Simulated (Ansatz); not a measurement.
**From the elastic tensor of MgO at 22 GPa (stress–strain coefficients) to moduli and sound speeds**

The calculation used DFT PBE, scalar-relativistic, plane waves, PAW (Ansatz). Settings: 420 eV plane-wave cutoff, Γ-centred 12×12×6 mesh, fixed occupations. No spin polarisation.

The structure is hexagonal, space group P6_3/mmc (No. 194). The conventional cell has a = 3.362 Å, b = 3.362 Å, c = 4.063 Å, α = 90.00°, β = 90.00°, γ = 120.00°. Around Mg (site symmetry -6m2) lie 5 O at 1.94 to 2.03 Å. O (site symmetry -6m2) is surrounded by 5 Mg at 1.94 to 2.03 Å.

Relaxed-ion constants (GPa, on the Cartesian axes of the calculation):
C11 = 264.1, C12 = 244.8, C13 = 108.4, C22 = 264.1, C23 = 108.4, C33 = 420.0, C44 = 125.3, C55 = 125.3, C66 = 9.7 GPa; the others vanish.

Density 3.366 g/cm³; 4 atoms in 39.76 Å³.

The values that follow are for a polycrystal of randomly turned grains, by Hill's mean where one number stands. In a crystal this anisotropic the Voigt and Reuss bounds lie far apart, so Hill's mean and the sound speeds and Debye temperature from it are rough.

With S = C⁻¹: B_V = (C11+C22+C33+2(C12+C13+C23))/9, G_V = (C11+C22+C33−C12−C13−C23+3(C44+C55+C66))/15, 1/B_R = S11+S22+S33+2(S12+S13+S23), 15/G_R = 4(S11+S22+S33−S12−S13−S23)+3(S44+S55+S66); Hill is their mean. Then v_l = √((B+4G/3)/ρ), v_t = √(G/ρ), v_m = [(2/v_t³+1/v_l³)/3]^(−1/3) and Θ = (ħ/k_B)·v_m·(6π²n/V)^(1/3) for n atoms in the volume V; E = 9BG/(3B+G), ν = (3B−2G)/(2(3B+G)) and A^U = 5G_V/G_R + B_V/B_R − 6.

```json
{"Bulk modulus, Voigt / Reuss / Hill": "208.0 / 207.9 / 207.9 GPa", "Shear modulus, Voigt / Reuss / Hill": "84.5 / 21.8 / 53.1 GPa", "Young's modulus": "147 GPa", "Poisson ratio": "0.382", "Pugh ratio B/G": "3.91", "Universal anisotropy index": "14.39", "Longitudinal and transverse sound speeds": "9100 and 3973 m/s", "Debye temperature from the mean sound speed": "621 K"}
```

This form isn't the usual stable structure of the compound at low pressure.

Cost: 1 run of about 1.2 core-minutes, on Intel Xeon Platinum 8488C (Sapphire Rapids) (shared hosts).